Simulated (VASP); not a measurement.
# F (P6_3/mmc) in VASP: electric field gradients with LDA

Aim: the electric field gradients of F with LDA.

All numbers are computed with VASP 6.6.1; they aren't measurements. Logs are shortened: lines on timing, memory, paths and dates and some standing lists are left out, and cuts for length are marked.

### 1 The undisturbed crystal

The structure is hexagonal, space group P6_3/mmc (No. 194). Conventional cell: a = 2.646 Å, b = 2.646 Å, c = 4.287 Å, α = 90.00°, β = 90.00°, γ = 120.00°. F (site symmetry -6m2) has 12 F at 2.63 to 2.65 Å as nearest neighbours.

The real solid is made of molecules; this cell is a model form.

### 2 Electric field gradients, LDA (shortest bond scaled by 1.1)

Contents of INCAR:

```
PREC = Accurate ; ENCUT = 520
EDIFF = 1E-8 ; ISMEAR = -1
SIGMA = 0.05 ; LREAL = False
LASPH = True ; NELM = 100
ALGO = Normal ; ISIF = 2
LWAVE = False ; LCHARG = False
LEFG = True ; NBANDS = 14
```

Contents of KPOINTS:

```
regular mesh
0
Gamma
  13 13 7
```

Contents of POSCAR:

```
F
1.0
    2.6463212685      0.0000000000      0.0000000000
   -1.3231606343      2.2917814451      0.0000000000
    0.0000000000      0.0000000000      4.2870404550
F
2
Direct
    0.3666666667      0.6833333333      0.2750000000
    0.6333333333      0.3166666667      0.7250000000
```

Potentials or basis: VASP PAW LDA potentials, release 64 (F).

Launch:

```bash
> cat potpaw_LDA.64/F/POTCAR > POTCAR
> mpirun -np 1 vasp_std > vasp.out
```

OUTCAR:

```text
PREC = Accurate
   ENCUT = 520
   EDIFF = 1E-8
   ISMEAR = -1
   LREAL = False
   LASPH = True
   NELM = 100
   ISIF = 2

 ion  position               nearest neighbor table
   1  0.367  0.683  0.275-
   2  0.633  0.317  0.725-

  LATTYP: Found a hexagonal cell.
 ALAT       =     2.6463212685
 C/A-ratio  =     1.6200000000

  Lattice vectors:

 A1 = (   2.6463212685,   0.0000000000,   0.0000000000)
 A2 = (  -1.3231606343,   2.2917814451,   0.0000000000)
 A3 = (   0.0000000000,   0.0000000000,   4.2870404550)

Analysis of symmetry for initial positions (statically):
=====================================================================
 Subroutine PRICEL returns:
 Original cell was already a primitive cell.

 Routine SETGRP: Setting up the symmetry group for a
 hexagonal supercell.

 Subroutine GETGRP returns: Found  4 space group operations
 (whereof  4 operations were pure point group operations)
 out of a pool of 24 trial point group operations.

The static configuration has the point symmetry C_2h.

Analysis of symmetry for dynamics (positions and initial velocities):
=====================================================================
 Subroutine PRICEL returns:
 Original cell was already a primitive cell.

 Routine SETGRP: Setting up the symmetry group for a
 hexagonal supercell.

 Subroutine GETGRP returns: Found  4 space group operations
 (whereof  4 operations were pure point group operations)
 out of a pool of 24 trial point group operations.

The dynamic configuration has the point symmetry C_2h.

 Subroutine INISYM returns: Found  4 space group operations
 (whereof  4 operations are pure point group operations),
 and found     1 'primitive' translations

----------------------------------------------------------------------------------------

                                     Primitive cell

  volume of cell :      26.0000

  direct lattice vectors                    reciprocal lattice vectors
     2.646321268  0.000000000  0.000000000     0.377883068  0.218170891  0.000000000
    -1.323160634  2.291781445  0.000000000     0.000000000  0.436341782  0.000000000
     0.000000000  0.000000000  4.287040455     0.000000000  0.000000000  0.233261153

  length of vectors
     2.646321268  2.646321269  4.287040455     0.436341782  0.436341782  0.233261153

  position of ions in fractional coordinates (direct lattice)
     0.366666667  0.683333333  0.275000000
     0.633333333  0.316666667  0.725000000

  ion indices of the primitive-cell ions
   primitive index   ion index
                 1           1
                 2           2

----------------------------------------------------------------------------------------

 KPOINTS: regular mesh

Automatic generation of k-mesh.
 Grid dimensions read from file:
 generate k-points for:   13   13    7

 Generating k-lattice:

  Cartesian coordinates                     Fractional coordinates (reciprocal lattice)
     0.029067928  0.016782376  0.000000000     0.076923077  0.000000000  0.000000000
     0.000000000  0.033564752  0.000000000     0.000000000  0.076923077  0.000000000
     0.000000000  0.000000000  0.033323022     0.000000000  0.000000000  0.142857143

  Length of vectors
     0.033564752  0.033564752  0.033323022

  Shift w.r.t. Gamma in fractional coordinates (k-lattice)
     0.000000000  0.000000000  0.000000000

 Subroutine IBZKPT returns following result:
 ===========================================

 Found    322 irreducible k-points:

 Following reciprocal coordinates:
            Coordinates               Weight
  0.000000  0.000000  0.000000      1.000000
  0.076923  0.000000  0.000000      2.000000
  0.000000  0.076923  0.000000      4.000000
  0.153846  0.000000  0.000000      2.000000
  0.000000  0.153846  0.000000      4.000000
  0.230769  0.000000  0.000000      2.000000
[... 16 lines left out ...]
 -0.076923  0.384615  0.000000      4.000000
 -0.384615  0.307692  0.000000      4.000000
 [... further k-points ...]
   k-points           NKPTS =    322   k-points in BZ     NKDIM =    322   number of bands    NBANDS=     14
   number of dos      NEDOS =    301   number of ions     NIONS =      2
   total plane-waves  NPLWV =  12800
   dimension x,y,z NGX =    20 NGY =   20 NGZ =   32
   dimension x,y,z NGXF=    40 NGYF=   40 NGZF=   64
   ions per type =               2
   NGX,Y,Z   is equivalent  to a cutoff of  12.56, 12.56, 12.41 a.u.
   NGXF,Y,Z  is equivalent  to a cutoff of  25.13, 25.13, 24.82 a.u.
 SYSTEM =  unknown system
   PREC   = accura    normal or accurate (medium, high low for compatibility)
   ISTART =      0    job   : 0-new  1-cont  2-samecut
   ICHARG =      2    charge: 1-file 2-atom 10-const
   ISPIN  =      1    spin polarized calculation?
   LNONCOLLINEAR =      F non collinear calculations
   LSORBIT =      F    spin-orbit coupling
   LASPH  =      T    aspherical Exc in radial PAW
   ENCUT  =  520.0 eV  38.22 Ry    6.18 a.u.   4.92  4.92  7.97*2*pi/ulx,y,z
   NELM   =    100;   NELMIN=  2; NELMDL= -5     # of ELM steps
   EDIFF  = 0.1E-07   stopping-criterion for ELM
   LREAL  =      F    real-space projection
   EDIFFG = 0.1E-06   stopping-criterion for IOM
   NSW    =      0    number of steps for IOM
   IBRION =     -1    ionic relax: 0-MD 1-quasi-New 2-CG
   NFREE  =      0    steps in history (QN), initial steepest desc. (CG)
   ISIF   =      2    stress and relaxation
   ISYM   =      2    0-nonsym 1-usesym 2-fastsym
   POTIM  = 0.5000    time-step for ionic-motion
   TEBEG  =    0.0;   TEEND  =   0.0 temperature during run
   PSTRESS=    0.0 pullay stress
   NELECT =      14.0000    total number of electrons
   NUPDOWN=      -1.0000    fix difference up-down
   EMIN   =  10.00;   EMAX   =-10.00  energy-range for DOS
   EFERMI =   0.00;   METHOD = LEGACY
   ISMEAR =    -1;   SIGMA  =   0.05  broadening in eV -4-tet -1-fermi 0-gaus
   EFERMI_NEDOS =   21; number of points for ismear=-14 and -15
   IALGO  =     38    algorithm
   IMIX   =      4    mixing-type and parameters
     AMIX     =   0.40;   BMIX     =  1.00
     AMIX_MAG =   1.60;   BMIX_MAG =  1.00
  volume/ion in A,a.u.               =      13.00        87.73
  Fermi-wavevector in a.u.,A,eV,Ry     =   1.331864  2.516857 24.134837  1.773860
  Thomas-Fermi vector in A             =   2.460842
   LORBIT       =      0    0 simple, 1 ext, 2 COOP (PROOUT), +10 PAW based schemes
   GGA     = CA    functional components
   LHFCALC =     F    Hartree Fock is set to
   AEXX    =    0.0000 exact exchange contribution
   IVDW    =     0    specifies the selected vdW correction
   LEPSILON=     F    determine dielectric tensor
   LRPA    =     F    only Hartree local field effects (RPA)
 non-spin polarized calculation
  energy-cutoff  :      520.00
  volume of cell :       26.00
 maximum number of plane-waves:       715
   NGX =  9   NGY =  9   NGZ = 15

 number of electron      14.0000010 magnetization

 Free energy of the ion-electron system (eV)
  ---------------------------------------------------
  ext. energy  EPLUGINS =         0.00000000
  ---------------------------------------------------
  free energy    TOTEN  =        -2.01622276 eV

  energy without entropy =       -1.94344994  energy(sigma->0) =       -1.97983635

 E-fermi :  -5.7166     XC(G=0):  -9.7788

 val. band max:       -5.7168688383   @ k =   0.4615  -0.3077   0.4286
 cond. band min:      -5.7155071099   @ k =   0.3846   0.1538   0.4286
 fundamental gap:      0.0013617284
 Fermi energy:        -5.7166380856

 k-point     1 :       0.0000    0.0000    0.0000
  band No.  band energies     occupation
      1     -25.9142      2.00000
      2     -24.8533      2.00000
      3      -8.4835      2.00000
      4      -5.8095      1.73013
      5      -5.6376      0.34132
      6      -5.4419      0.00817
      7      -5.3873      0.00275
      8      -5.3451      0.00118
      9       5.7254      0.00000
     10      12.5010      0.00000
     11      13.2631      0.00000
     12      24.0651      0.00000
     13      24.8329      0.00000
     14      25.3062      0.00000
[... 375 lines left out ...]
 k-point    24 :      -0.3846    0.3077    0.0000
  band No.  band energies     occupation
      1     -25.2034      2.00000
      2     -24.6425      2.00000
      3      -7.7448      2.00000
      4      -7.4598      2.00000
      5      -7.0188      2.00000
      6      -6.2349      1.99994
      7      -5.7574      1.38639
      8      -5.6482      0.40563
      9       9.4966      0.00000
     10      13.7607      0.00000
     11      14.9752      0.00000
     12      15.6926      0.00000
     13      19.4598      0.00000
     14      19.8324      0.00000

 [... further k-points ...]
[... 5 lines left out ...]
  --------------------------------------------------------------------------------------
  -------------------------------------------------------------------------------------
  Total       -1.9232949     -2.0140208     -2.4261685      0.0785709     -0.0454073     -0.0786477
  in kB     -118.5176725   -124.1084001   -149.5058531      4.8417121     -2.7980965     -4.8464448
  external PRESSURE =    -130.7106419 kB  Pullay stress =       0.0000000 kB

 VOLUME and BASIS-vectors are now :
 -----------------------------------------------------------------------------
  energy-cutoff  :      520.00
  volume of cell :       26.00
      direct lattice vectors                 reciprocal lattice vectors
     2.646321268  0.000000000  0.000000000     0.377883068  0.218170891  0.000000000
    -1.323160634  2.291781445  0.000000000     0.000000000  0.436341782  0.000000000
     0.000000000  0.000000000  4.287040455     0.000000000  0.000000000  0.233261153

 POSITION                                       TOTAL-FORCE (eV/Angst)
 -----------------------------------------------------------------------------------
      0.06616      1.56605      1.17894         0.119654      0.069082      0.430282
      1.25700      0.72573      3.10810        -0.119654     -0.069082     -0.430282
 -----------------------------------------------------------------------------------
    total drift:                               -0.000000      0.000000     -0.000000

  FREE ENERGIE OF THE ION-ELECTRON SYSTEM (eV)
  ---------------------------------------------------
  free  energy   TOTEN  =        -2.0162227616 eV

  energy  without entropy=       -1.9434499405  energy(sigma->0) =       -1.97983635

 Electric field gradients (V/A^2)
---------------------------------------------------------------------
 ion       V_xx      V_yy      V_zz      V_xy      V_xz      V_yz
---------------------------------------------------------------------
   1     -18.180    -6.293    24.473   -10.304    17.850    10.306
   2     -18.180    -6.293    24.473   -10.304    17.850    10.306
---------------------------------------------------------------------

 Electric field gradients after diagonalization (V/A^2)
 (convention: |V_zz| > |V_xx| > |V_yy|)
----------------------------------------------------------------------
 ion       V_xx      V_yy      V_zz     asymmetry (V_yy - V_xx)/ V_zz
----------------------------------------------------------------------
   1     -31.695    -0.342    32.037       0.979
   2     -31.695    -0.342    32.037       0.979
----------------------------------------------------------------------

           NMR quadrupolar parameters

 Cq : quadrupolar parameter    Cq=e*Q*V_zz/h
 eta: asymmetry parameters     (V_yy - V_xx)/ V_zz
 Q  : nuclear electric quadrupole moment in mb (millibarn)
----------------------------------------------------------------------
 ion       Cq(MHz)       eta       Q (mb)
----------------------------------------------------------------------
   1       0.077       0.979       1.000
   2       0.077       0.979       1.000
----------------------------------------------------------------------
```

Wall time 66 s (1 thread of AMD EPYC 7R43 (Zen 3), shared host); peak memory 0.15 GiB.

Results:

* Free energy: -2.0162 eV
* Pressure: -13.1 GPa
* Largest force: 0.452 eV/Å
* Band gap on the k mesh: none (metal or under the smearing width)

Forces in eV/Å, atoms in the order of the input:
```
F    0.120  0.069  0.430
F   -0.120 -0.069 -0.430
```

Stress tensor (GPa, compression positive):
```
-11.85   0.48  -0.48
  0.48 -12.41  -0.28
 -0.48  -0.28 -14.95
```

Electric field gradients, principal values (V/Å²):
| atom | Vxx | Vyy | Vzz |
| --- | --- | --- | --- |
| 1 F | -0.342 | -31.695 | 32.037 |
| 2 F | -0.342 | -31.695 | 32.037 |
